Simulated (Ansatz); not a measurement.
`CC(=O)Oc1ccccc1` + `[SiH3][TeH]` → `CC(=O)[Te][SiH3]` + `Oc1ccccc1`  (substitution at a C–O bond)

Isolated molecules relaxed with PBE0-D4/def2-TZVP in Ansatz; ΔE leaves out vibrations. CCSD(T)/CBS adds triple-zeta CCSD(T) − MP2 to the extrapolated MP2 energy (def2 sets, frozen cores). Functionals use def2-TZVPP. B3LYP here is the variant with VWN-RPA as its local correlation; programs differ in this. Elements past krypton have def2 core potentials. For Te outer-core shells are correlated without core-valence functions, which leaves a few kJ/mol of doubt a bond. Each species was taken in one conformer, which may not be the lowest.

`CC(=O)Oc1ccccc1`:

Z-matrix (Å, degrees):
```
C
C 1 1.496
H 1 1.087 2 109.5
H 1 1.092 2 109.9 3 -121.2
H 1 1.092 2 109.8 3 121.0
O 2 1.195 1 126.1 3 -1.1
O 2 1.358 1 109.8 3 179.3
C 7 1.385 2 119.5 1 -179.6
C 8 1.383 7 117.0 2 -126.6
C 8 1.384 7 121.6 2 57.1
C 9 1.386 8 119.3 7 -176.4
H 9 1.083 8 119.2 7 3.3
C 10 1.386 8 118.9 7 176.4
H 10 1.082 8 120.2 7 -4.2
C 11 1.386 9 120.2 8 -0.2
H 11 1.084 9 119.6 8 179.9
H 13 1.084 10 119.4 8 179.8
H 15 1.084 11 120.1 9 -179.9
```

`[SiH3][TeH]`:

```xyz
6

Si    0.360   -0.540   -0.008
Te   -0.751    1.481   -0.956
H    -0.631   -1.492    0.552
H     1.064   -1.163   -1.156
H     1.340   -0.175    1.046
H    -1.382    1.888    0.522
```

`CC(=O)[Te][SiH3]`:

```xyz
11

C     1.207   -0.614   -0.690
C     1.634    0.489    0.229
O     2.757    0.841    0.400
Te    0.056    1.525    1.338
Si   -1.924    0.278    0.483
H     0.680   -1.383   -0.121
H     2.085   -1.042   -1.176
H     0.516   -0.222   -1.439
H    -3.105    0.875    1.157
H    -1.841   -1.169    0.810
H    -2.064    0.421   -0.990
```

`Oc1ccccc1`:

```xyz
13

O    -1.859    1.417    0.843
C    -0.849    0.640    0.378
C    -1.158   -0.301   -0.597
C    -0.160   -1.116   -1.101
C     1.147   -1.006   -0.645
C     1.447   -0.065    0.327
C     0.456    0.758    0.841
H    -1.514    2.020    1.508
H    -2.181   -0.378   -0.945
H    -0.408   -1.848   -1.862
H     1.923   -1.647   -1.044
H     2.462    0.034    0.694
H     0.696    1.494    1.603
```

```csv
level,ΔE (kcal/mol),difference from CCSD(T)/CBS
PBE-D4,1.3,-2.9
r2SCAN-D4,3.6,-0.6
ωB97M-V,7.0,2.8
PBE,1.7,-2.5
B3LYP,5.1,0.9
MP2/def2-TZVPP,4.4,0.2
SCS-MP2/def2-TZVPP,5.6,1.4
CCSD/def2-TZVPP,7.5,3.3
CCSD(T)/def2-TZVPP,6.1,1.9
MP2/CBS(def2),2.5,-1.7
CCSD(T)/CBS,4.2,0
```

Largest T1 diagnostic among the species: 0.015.

The D4 term adds −1.0 kcal/mol with B3LYP and −0.4 kcal/mol with PBE0; it sums over pairs of atoms, weighted by their polarisabilities, and B3LYP, whose exchange is more repulsive, gets the larger term. In def2-TZVPP, CCSD(T) changes the Hartree–Fock value by −6.9 kcal/mol (the triples alone add −1.4 kcal/mol) and MP2 by −8.6 kcal/mol.

CCSD(T)/CBS has its own doubt, a few kJ/mol and more with outer-core shells, so smaller differences from it don't rank the levels.
